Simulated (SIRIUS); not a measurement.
**AlN under changes of volume**

One of the cells (8.421 Å³/atom); the others are scaled copies at fixed shape and fractional positions:

```
Al N
1.0
     0.00000    2.03452    2.03452
     2.03452    0.00000    2.03452
     2.03452    2.03452    0.00000
Al N
1 1
Direct
  0.50000 0.50000 0.50000
  0.00000 0.00000 0.00000
```

Measurements of this composition are mostly on another form, of space group No. 186.

| Item | Value |
| --- | --- |
| Program | SIRIUS 7.12.0 |
| Functional | PBEsol |
| Potentials or basis | all-electron FP-LAPW |
| Cutoff | 289 eV |
| Basis | apw+lo standard |
| k mesh | 11 × 11 × 11 |
| Occupations | fermi-dirac, width 0.05 eV |
| Spin | no spin polarisation |

| volume (Å³/atom) | energy over the lowest point (meV/atom) | gap on the mesh (eV) |
| --- | --- | --- |
| 7.916 | 13.40 | 5.10 |
| 8.085 | 3.56 | 4.89 |
| 8.253 | 0.00 | 4.69 |
| 8.421 | 2.17 | 4.50 |
| 8.590 | ? | ? |
| 8.758 | 21.27 | 4.14 |
| 8.927 | 37.29 | 3.97 |

Question: What does the run at 8.590 Å³/atom give?

Answer: Energy over the lowest point 9.38 meV/atom; gap on the mesh 4.32 eV.

Worked out: A Birch-Murnaghan fit of order 3 (a polynomial in V^(-2/3)) to the other rows has its minimum at 8.27 Å³/atom with B0 = V·E''(V) = 262 GPa and B' = 4.2. It gives 9.44 meV/atom at 8.590 Å³/atom, against the run's 9.38. A straight line through the other rows of the gap, of slope -9.38 eV per unit of ln V, gives 4.32 eV, against the run's 4.32.

Energies are extrapolated to zero smearing.

Caveats: an odd mesh through Γ misses points on the zone boundary, where band edges often lie.
